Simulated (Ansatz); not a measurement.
Si, one cell by several methods

```
Si
1.0
    -2.25100    2.36850    1.27500
     2.25100   -2.36850    1.27500
     2.25100    2.36850   -1.27500
Si
2
Direct
  0.80700 0.55700 0.25000
  0.19300 0.44300 0.75000
```

Atom numbers follow the list: Si1, Si2.

The cell comes from COD entry 9011656, which wasn't checked; take it as a given geometry.

Levels of theory: DFT, PBE, PAW with Ansatz's default frozen-core files, scalar-relativistic (Ansatz 0.2.0); DFT, PBE, all-electron PAW with datasets made for the crystal, scalar-relativistic (Ansatz 0.2.0); DFT, PBE, all-electron LAPW, scalar-relativistic (Ansatz 0.2.0).

For PAW: a Γ-centred 16×16×16 k mesh, Fermi–Dirac smearing of 0.05 eV, cutoff 420 eV, no spin polarisation. The crystal-made all-electron datasets (AE datasets) take a cutoff of 200 eV at this cell. LAPW targets a basis error of 0.5 meV/atom. The Ansatz runs share mesh, smearing and spin set-up. Plane-wave (PAW) pressures include the program's estimate of the Pulay term.

Stress and pressure are positive in compression.

In a metal, gradients converge slowly with the k mesh: the values move by tens of per cent from one mesh to another, at times in sign, so only the comparison on one mesh counts.

Levels count from the Fermi level.

```tsv
quantity	PAW	AE datasets	LAPW
pressure (GPa)	15.76	15.74	15.74
stress xx (GPa)	14.84	14.83	14.83
stress yy (GPa)	17.46	17.43	17.43
stress zz (GPa)	14.98	14.96	14.96
highest filled level at Σ0 (eV)	-7.002	-7.002	-7.002
lowest empty level at Σ0 (eV)	5.786	5.786	5.786
highest filled level at Γ (eV)	-1.650	-1.652	-1.652
lowest empty level at Γ (eV)	1.089	1.094	1.094
highest filled level at G0 (eV)	-4.752	-4.752	-4.752
lowest empty level at G0 (eV)	5.640	5.643	5.643
field gradient Vzz at Si1 (10²¹ V/m²)	-2.60	-2.60	–
```
